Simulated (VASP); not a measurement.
A run of VASP 6.6.1 is set up as follows.

File POSCAR:

```
ZrSe2
1.0
    3.7445162178      0.0000000000      0.0000000000
   -1.8722581089      3.2428461661      0.0000000000
    0.0000000000      0.0000000000     33.4800000000
  Se              Zr
     6     3
Direct
     0.6666666699999979    0.3333333300000021    0.2712238193367430
     0.3333333300000021    0.6666666699999979    0.3666923994899987
     0.6666666699999979    0.3333333300000021    0.4523173943975637
     0.3333333300000021    0.6666666699999979    0.5476826056024363
     0.6666666699999979    0.3333333300000021    0.6333076005100013
     0.3333333300000021    0.6666666699999979    0.7287761806632571
     0.0000000000000000    0.0000000000000000    0.3190118459504960
     0.0000000000000000    0.0000000000000000    0.5000000000000000
     0.0000000000000000    0.0000000000000000    0.6809881540495041
```

The input INCAR.step1:

```
SYSTEM = ZrSe2
PREC     = Accurate       ! precision mode
ENCUT    = 600            ! plane-wave cutoff, eV
EDIFF    = 1E-8           ! SCF threshold, eV
ISMEAR   = 0              ! smearing method
SIGMA    = 0.03           ! smearing width, eV
LREAL    = .FALSE.        ! projectors in reciprocal space
LASPH    = .TRUE.         ! aspherical terms in the spheres
NELM     = 80             ! most SCF steps
ALGO     = Normal         ! electronic algorithm
ISIF     = 2              ! what is computed and relaxed
LWAVE    = .FALSE.        ! write WAVECAR
LCHARG   = .FALSE.        ! write CHGCAR
GGA      = PE             ! functional
IVDW     = 12             ! dispersion correction
LATTICE_CONSTRAINTS= .TRUE. .TRUE. .FALSE.
KPAR     = 4            
IBRION   = 2              ! ionic algorithm
NSW      = 40             ! ionic steps
EDIFFG   = -0.002         ! ionic threshold
```

Contents of INCAR.step2:

```
SYSTEM = ZrSe2
PREC     = Accurate       ! precision mode
ENCUT    = 600            ! plane-wave cutoff, eV
EDIFF    = 1E-8           ! SCF threshold, eV
ISMEAR   = 0              ! smearing method
SIGMA    = 0.03           ! smearing width, eV
LREAL    = .FALSE.        ! projectors in reciprocal space
LASPH    = .TRUE.         ! aspherical terms in the spheres
NELM     = 80             ! most SCF steps
ALGO     = Normal         ! electronic algorithm
ISIF     = 2              ! what is computed and relaxed
LWAVE    = .FALSE.        ! write WAVECAR
LCHARG   = .FALSE.        ! write CHGCAR
GGA      = PE             ! functional
IVDW     = 12             ! dispersion correction
LATTICE_CONSTRAINTS= .TRUE. .TRUE. .FALSE.
KPAR     = 4            
IBRION   = 6              ! ionic algorithm
NFREE    = 2            
POTIM    = 0.015          ! step
NSW      = 1              ! ionic steps
```

Contents of KPOINTS:

```
Automatic mesh
0
G
  9 9 1
  0 0 0
```

Potentials or basis: VASP PAW PBE potentials, release 64 (Se, Zr_sv).

Launch:

```bash
$ cat potpaw_PBE.64/Se/POTCAR potpaw_PBE.64/Zr_sv/POTCAR > POTCAR
$ cp INCAR.step1 INCAR
$ mpirun -np 4 vasp_std > vasp.out
$ cp CONTCAR POSCAR
$ cp INCAR.step2 INCAR
$ mpirun -np 4 vasp_std > vasp.out
```

Task: Predict the highest phonon frequency at Γ, LO-TO splitting left out.

Result: 261 cm⁻¹.

Task: Estimate the dispersion energy per atom.

Result: -0.358 eV.

Phonon frequencies in cm⁻¹ (negative: imaginary):
```tsv
q point	frequencies
(0.000, 0.000, 0.000)	0 0 0 14 14 25 25 26 46 100 100 101 101 106 106 142 142 142 142 143 143 188 190 193 258 260 261
```
